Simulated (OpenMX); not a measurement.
Crystal: Ru.

```
Ru
1.0
     2.70580    0.00000    0.00000
    -1.35290    2.34329    0.00000
     0.00000    0.00000    4.28190
Ru
2
Cartesian
  1.3529 0.7811 3.2114
  0.0000 1.5622 1.0705
```

Base run:

| Property | Result |
| --- | --- |
| Program | OpenMX 3.8.5 |
| Functional | LDA |
| Potentials or basis | OpenMX 2013 LDA set, Ru7.0-s3p2d2f1, grid cutoff 560 Ry |
| k mesh | 9 × 9 × 5 |
| Occupations | fermi-dirac, width 0.05 eV |
| Spin | no spin polarisation |

Its results: pressure -10.1 GPa; largest force 0.013 eV/Å.

**Question.** The run is repeated on the same cell with these changes: potentials or basis from OpenMX 2013 LDA set, Ru7.0-s3p2d2f1, grid cutoff 560 Ry to OpenMX 2013 LDA set, Ru7.0-s3p2d2, grid cutoff 400 Ry; k mesh from 9 × 9 × 5 to 11 × 11 × 7. What comes out?

**Answer.** Pressure -4.1 GPa; largest force 0.013 eV/Å.

Caveats: the basis of atomic orbitals isn't converged, which shifts pressures, moduli and gaps.

Not every run made on this cell is shown here.
